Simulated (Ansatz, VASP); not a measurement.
**One calculation of KF, two programs**

```xyz
2
Lattice="0.0000 2.6541 2.6541 2.6541 0.0000 2.6541 2.6541 2.6541 0.0000" Properties=species:S:1:pos:R:3 pbc="T T T"
K     0.0000    0.0000    0.0000
F     2.6541    2.6541    2.6541
```

Alike in both runs: task single point; functional PBE; k mesh 8 × 8 × 8; occupations gaussian, width 0.02 eV; no spin polarisation.

```csv
,VASP,Ansatz
version,VASP 6.6.1,Ansatz 0.2.0
potentials or method,"VASP PAW PBE potentials, release 64 (K_sv, F)","scalar-relativistic, plane waves, PAW"
plane-wave cutoff (eV),520,420
valence electrons in the cell,16,16
```

|  | VASP | Ansatz | Ansatz less VASP |
| --- | --- | --- | --- |
| gap on the k mesh at the Fermi level (eV) | 6.27 | 6.29 | +0.017 |
| least direct gap on the mesh (eV) | 6.27 | 6.29 | +0.017 |
| pressure (GPa) | 2.2 | 2.1 | -0.06 |

The functional is the same, so the differences come from potentials, cutoffs and numerics.

A k mesh can miss the band edges.
